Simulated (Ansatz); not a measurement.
Runs of Ansatz 0.2.0 on CuAu3. It takes space group Pm-3m (No. 221, cubic). The conventional cell has a = 3.980 Å, b = 3.980 Å, c = 3.980 Å, α = 90.00°, β = 90.00°, γ = 90.00°. Au (site symmetry 4/mmm) is surrounded by 8 Au at 2.81 Å and 4 Cu at 2.81 Å. Around Cu (site symmetry m-3m) lie 12 Au at 2.81 Å. 

| level | gap on the mesh (eV) | pressure (GPa) | relaxed volume (Å³/atom) |
| --- | --- | --- | --- |
| PBEsol+D3(BJ) | none | 0.0 | 15.13 |
| PBEsol+D3(BJ)-ATM | none | 0.0 | (a) |
| PBEsol | none | 0.0 | 15.67 |
| PBEsol+D4 | none | 0.0 | 15.38 |

Alike in all rows: task relaxation of cell and atoms; potentials or basis Ansatz PAW; no spin polarisation; cell relaxed; k mesh 7 × 7 × 7; cutoff (eV) 420; smearing fermi-dirac 0.05 eV.

**Question.** Estimate the missing entries.

**Answer.** (a) 15.29.

Caveats: the plane-wave basis is chosen anew once the cell has moved, so the energies of steps on either side of that aren't comparable; the PAW data sets come from PBE, with cores solved anew for the run's functional, which leaves a small shift of forces and pressure; pairwise dispersion overbinds metals, which lowers pressure and volume (some runs).

A k mesh can miss the band edges, and the runs leave out spin-orbit coupling on Au.

A gap of «none» marks a metal or a gap under the smearing width.
